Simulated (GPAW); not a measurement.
## Fe2 V1 Fe2 001: which magnetic order is lowest

Does Fe2 V1 Fe2 001 prefer parallel or opposed moments, or none?

Calculated with GPAW 26.7.0; PBE; plane waves with GPAW's PAW setups, scalar-relativistic.

**1. The structure**

The cell holds 5 atoms: 4 Fe and 1 V. Its edges and angles: a = 3.024 Å, b = 3.024 Å, c = 17.384 Å, α = 90.0°, β = 90.0°, γ = 90.0°. ideal sites on the substrate's mesh, layer spacings from atomic volumes, unrelaxed, 12 A of vacuum. Vacuum lies along c.

**2. Start 1: ferro ++++**

The parallel start comes first: it fits the smallest cell, keeps the most symmetry and shows whether parallel moments form.

File order1.py:

```python
import json
import numpy as np
from ase import Atoms
from ase.parallel import paropen, parprint
from gpaw import GPAW

atoms = Atoms(['Fe', 'Fe', 'V', 'Fe', 'Fe'],
    cell=[[3.024, 0.0, 0.0],
         [0.0, 3.024, 0.0],
         [0.0, 0.0, 17.3835]],
    scaled_positions=[[0.0, 0.0, 0.345155],
         [0.5, 0.5, 0.419385],
         [0.0, 0.0, 0.5],
         [0.5, 0.5, 0.580615],
         [0.0, 0.0, 0.654845]],
    pbc=True,
    magmoms=[2.6, 2.6, 0.0, 2.6, 2.6])
atoms.calc = GPAW(mode={'name': 'pw', 'ecut': 450},
    xc='PBE',
    kpts={'size': (20, 20, 1), 'gamma': True},
    occupations={'name': 'fermi-dirac', 'width': 0.05},
    convergence={'density': 1e-05, 'energy': 1e-05},
    maxiter=250,
    mixer={'name': 'pulay', 'beta': 0.03, 'nmaxold': 8, 'weight': 100},
    symmetry={'tolerance': 1e-4},
    txt='order1.txt')
e = atoms.get_potential_energy(force_consistent=True)
res = {'free_energy': e, 'energy_sigma0': atoms.get_potential_energy(), 'fermi_energy': atoms.calc.get_fermi_level()}
res['moments'] = atoms.get_magnetic_moments().tolist()
res['total'] = atoms.get_magnetic_moment()
parprint('site moments (muB):', np.round(res['moments'], 3))
parprint(f"total moment: {res['total']:.3f} muB")
parprint(f'free energy: {e:.6f} eV')
atoms.calc.write('order1.gpw')
with paropen('results.json', 'w') as f:
    json.dump(res, f)
```

The run is started by

```bash
$ OMP_NUM_THREADS=1 mpirun -n 4 gpaw python order1.py > order1.log
```

Numbers of over 12 decimals in the logs are rounded to 6 here.

Log:

```text
site moments (muB): [ 2.944  2.069 -0.91   2.069  2.944]
total moment: 9.205 muB
free energy: -41.898131 eV

--- order1.txt ---
Input parameters:
  mode=PW(ecut=450),
  convergence={'density': 1e-05, 'energy': 1e-05},
  kpts=MonkhorstPack(size=(20, 20, 1), gamma=True),
  maxiter=250,
  mixer=Pulay(name='pulay', nmaxold=8, beta=0.03, weight=100, sigma=0.015, g_ss=None),
  occupations=Occupations(name='fermi-dirac', width=0.05),
  symmetry=Symmetry(tolerance=0.0001),
  xc=XC(name='PBE')

Diagonalizing LCAO Hamiltonian
Converting LCAO to pw mode
   .------.
  /|      |
 * |      |
 | |      |
 | |      |
 | |      |
 | |      |
 | |      |
 | |      |
 Fe|      |
 | | Fe   |
 | |      |
 | |      |
 V | Fe   |
 | |      |
 | |      |
 Fe|      |
 | |      |
 | |      |
 | |      |
 | |      |
 | .------.
 |/      /
 *------*

Atoms  # Å, Bohr magnetons
|   | symbol |        x |        y |         z |    initial magnetic moments |
|---|--------|----------|----------|-----------|-----------------------------|
| 0 |     Fe | 0.000000 | 0.000000 |  6.000002 | ( 0.0000,  0.0000,  2.6000) |
| 1 |     Fe | 1.512000 | 1.512000 |  7.290379 | ( 0.0000,  0.0000,  2.6000) |
| 2 |      V | 0.000000 | 0.000000 |  8.691750 | ( 0.0000,  0.0000,  0.0000) |
| 3 |     Fe | 1.512000 | 1.512000 | 10.093121 | ( 0.0000,  0.0000,  2.6000) |
| 4 |     Fe | 0.000000 | 0.000000 | 11.383498 | ( 0.0000,  0.0000,  2.6000) |

Unit cell  # Å
| periodic |        x |        y |         z |   lengths |    angles |
|----------|----------|----------|-----------|-----------|-----------|
|      yes | 3.024000 | 0.000000 |  0.000000 |  3.024000 | 90.000000 |
|      yes | 0.000000 | 3.024000 |  0.000000 |  3.024000 | 90.000000 |
|      yes | 0.000000 | 0.000000 | 17.383500 | 17.383500 | 90.000000 |

Number of symmetries: 16

BZ-sampling:
  Number of BZ points: 400
  Number of IBZ points: 66

  Monkhorst-Pack size: [20, 20, 1]
  Monkhorst-Pack shift: [0.025, 0.025, 0.0]

K-points  # in reciprocal-cell coordinates
|     |                                coordinates |     weight |
|-----|--------------------------------------------|------------|
|   0 | ( -0.00000000,  -0.00000000,   0.00000000) | 0.00250000 |
|   1 | (  0.05000000,  -0.00000000,   0.00000000) | 0.01000000 |
|   2 | (  0.05000000,   0.05000000,   0.00000000) | 0.01000000 |
|   3 | (  0.10000000,  -0.00000000,   0.00000000) | 0.01000000 |
|   4 | (  0.10000000,   0.05000000,   0.00000000) | 0.02000000 |
|   5 | (  0.10000000,   0.10000000,   0.00000000) | 0.01000000 |
|   6 | (  0.15000000,  -0.00000000,   0.00000000) | 0.01000000 |
|   7 | (  0.15000000,   0.05000000,   0.00000000) | 0.02000000 |
|   8 | (  0.15000000,   0.10000000,   0.00000000) | 0.02000000 |
|   9 | (  0.15000000,   0.15000000,   0.00000000) | 0.01000000 |
| ... |                                            |            |
|  65 | (  0.50000000,   0.50000000,   0.00000000) | 0.00250000 |

Plane wave coefficients: 3488
Cutoff: 450.000000 eV

Spin-components: 2 (collinear spins)
Bands:           38
Projectors:      30
Spin-degeneracy: 1
Datatype:        complex128

Parallelization:
  kpt:    4
  domain: 1
  band:   1

Density:
  Valence electrons: 45.0
  Components: 2
  Grid points: [15 15 90]
  Charge: 0.0  # |e|

Potential:
  Grid points: [15 15 90]

species:
  Fe:
    name:    Iron
    Z:       26.0
    valence: 8
    core:    18
    charge:  0.0  # [|e|]
    compensation charges:
      type: gauss
      rc: 0.33  # [Å]
      lmax: 2
    cutoffs:
      filter: 2.06  # [Å]
      core: 2.67  # [Å]
    projectors
    | kind |    occ | energy [eV] | rcut [Å] |
    |------|--------|-------------|----------|
    |   4s |  2.000 |      -5.291 |    1.164 |
    |   4p |  0.000 |      -1.326 |    1.058 |
    |   3d |  6.000 |      -7.505 |    1.058 |
    |    s |        |      21.920 |    1.164 |
    |    p |        |      25.885 |    1.058 |
    |    d |        |      19.706 |    1.058 |

    Using partial waves for Fe as LCAO basis

  V:
    name:    Vanadium
    Z:       23.0
    valence: 13
    core:    10
    charge:  0.0  # [|e|]
    compensation charges:
      type: gauss
      rc: 0.37  # [Å]
      lmax: 2
    cutoffs:
      filter: 2.14  # [Å]
      core: 0.96  # [Å]
    projectors
    | kind |    occ | energy [eV] | rcut [Å] |
    |------|--------|-------------|----------|
    |   3s |  2.000 |     -70.222 |    1.254 |
    |   4s |  2.000 |      -4.702 |    1.254 |
    |   3p |  6.000 |     -44.043 |    1.281 |
    |   4p |  0.000 |      -1.444 |    1.281 |
    |   3d |  3.000 |      -5.164 |    1.169 |
    |    d |        |      22.047 |    1.169 |

    Using partial waves for V as LCAO basis

Reference energy: -164298.313962  # eV

eigensolver:
  PPCG
  Converge bands: occupied
  niter=2

density mixing:
  Pulay-Mixer
  Linear mixing parameters: 0.03
  Old densities: 8
  Fourier metric: weight=100, sigma=0.015

occupation numbers:
  Fermi-Dirac:
    width: 0.0500  # eV

poisson solver:
  ecut: 3600.000000  # eV

xc functional:
  name: PBE with 2 nearest neighbor stencil

convergence criteria:
- Maximum integral of absolute [dens]ity change: 1e-05 electrons / valence electron
- Maximum [total energy] change in last 3 cyles: 1e-05 eV / valence electron
- Maximum integral of absolute [eigenst]ate change: 4e-08 eV^2 / valence electron
maximum number of iterations: 250

SCF iterations
|iter     |      energy | eigst |  dens |  magmom |
|---------|-------------|-------|-------|---------|
|iter:   1|       0s |  -44.325773 | +0.42 |       | +10.4211|
|iter:   2|       4s |  -43.162535 | -1.25 | -0.72 | +10.4085|
|iter:   3|       9s |  -42.731522 | -2.02 | -0.87 | +10.3742|
|iter:   4|      14s |  -41.904117 | -1.56 | -0.91 | +10.2678|
|iter:   5|      19s |  -41.459659 | -1.15 | -1.00 | +10.0912|
|iter:   6|      24s |  -41.520769 | -1.88 | -1.17 | +10.0173|
|iter:   7|      29s |  -41.550577 | -2.11 | -1.15 |  +9.9523|
|iter:   8|      34s |  -41.563531 | -2.68 | -1.24 |  +9.9061|
|iter:   9|      38s |  -41.667131 | -2.43 | -1.29 |  +9.8204|
|iter:  10|      43s |  -41.883471 | -1.84 | -1.30 |  +9.3335|
[... 28 iterations left out ...]
|iter:  39|     178s |  -41.874206c| -8.02c| -4.40 |  +9.2058|
|iter:  40|     180s |  -41.874205c| -7.95c| -4.45 |  +9.2057|
|iter:  41|     183s |  -41.874204c| -7.81c| -4.53 |  +9.2056|
|iter:  42|     185s |  -41.874205c| -7.91c| -4.55 |  +9.2054|
|iter:  43|     187s |  -41.874205c| -8.32c| -4.64 |  +9.2053|
|iter:  44|     189s |  -41.874205c| -8.64c| -4.71 |  +9.2053|
|iter:  45|     192s |  -41.874205c| -8.59c| -4.73 |  +9.2054|
|iter:  46|     194s |  -41.874205c| -8.41c| -4.81 |  +9.2054|
|iter:  47|     196s |  -41.874206c| -8.75c| -4.97 |  +9.2054|
|iter:  48|     198s |  -41.874206c| -9.02c| -5.07c|  +9.2054|

Converged in 48 steps
Energy contributions relative to reference atoms: (reference = -164298.313962)

Energy contributions:
  Kinetic:          22.462053
  Coulomb:         -20.119899
  Zero:              0.636374
  External:          0.000000
  Xc:              -44.828809
  Entropy:          -0.047851
  Spinorbit:         0.000000
  ----------------------------
  Free energy:     -41.898131
  Extrapolated:    -41.874206

dipole moment: (-22.040647, -22.040647, -0.000342)  # |e|*Ang

Total magnetic moment: (0.000000, 0.000000, 9.205415)

Local magnetic moments
|        x |        y |         z |
|----------|----------|-----------|
| 0.000000 | 0.000000 |  2.943627 |  # Fe   0
| 0.000000 | 0.000000 |  2.068542 |  # Fe   1
| 0.000000 | 0.000000 | -0.910226 |  # V    2
| 0.000000 | 0.000000 |  2.068542 |  # Fe   3
| 0.000000 | 0.000000 |  2.943627 |  # Fe   4

Fermi level: 1.694
Eigenvalues  # (at kpt = [-0.000, -0.000, 0.000])
| band index |      eig [eV] | occ [0-1] |      eig [eV] | occ [0-1] |
|------------|---------------|-----------|---------------|-----------|
|          0 |       -62.299 |     1.000 |       -63.192 |     1.000 |
|        ... |               |           |               |           |
|         16 |        -0.843 |     1.000 |         1.332 |     0.999 |
|         17 |        -0.739 |     1.000 |         1.440 |     0.994 |
|         18 |        -0.371 |     1.000 |         1.692 |     0.514 |
|         19 |        -0.343 |     1.000 |         1.692 |     0.514 |
|         20 |        -0.262 |     1.000 |         1.847 |     0.045 |
|         21 |         0.048 |     1.000 |         1.870 |     0.029 |
|         22 |         0.048 |     1.000 |         2.388 |     0.000 |
|         23 |         0.148 |     1.000 |         2.420 |     0.000 |
|         24 |         0.148 |     1.000 |         2.420 |     0.000 |
|         25 |         0.572 |     1.000 |         2.540 |     0.000 |
|         26 |         0.808 |     1.000 |         3.007 |     0.000 |
|         27 |         2.013 |     0.002 |         3.054 |     0.000 |
|         28 |         2.197 |     0.000 |         3.197 |     0.000 |
|         29 |         2.310 |     0.000 |         3.363 |     0.000 |
|         30 |         2.977 |     0.000 |         3.363 |     0.000 |
|        ... |               |           |               |           |
|         37 |         8.811 |     0.000 |         9.177 |     0.000 |

No gap
No difference between direct/indirect transitions
```

Elapsed: 3.5 min, on 4 MPI ranks of Arm Neoverse V2, shared host; peak memory 1.1 GiB.

Spin moment in the augmentation sphere by atom:

```tsv
atom	spin moment in the augmentation sphere (μB)
Fe1	2.94
Fe2	2.07
V3	-0.91
Fe4	2.07
Fe5	2.94
```

Read from the output:

- magnetization: 9.205 μB
- final state: ferrimagnetic

After 48 cycles the largest moment stands at 2.94 μB.

[end of part 1 of 2]

[Logs and program files are shortened in this print: banners, set-up blocks, solver, clock and traceback lines can be left out without a mark of their own.]

[Logs are printed without paths, hosts, clocks, repeated set-up lines and the standing remarks that a program may print on its own settings, such as how far it seeks lower states.]

[Hosts, paths, dates, database ids (printed as entryN), source tags and the programs' standing remarks are cut or masked in the printed files.]

[Where a cell is said to come from a database of computed structures, the database is the Materials Project.]
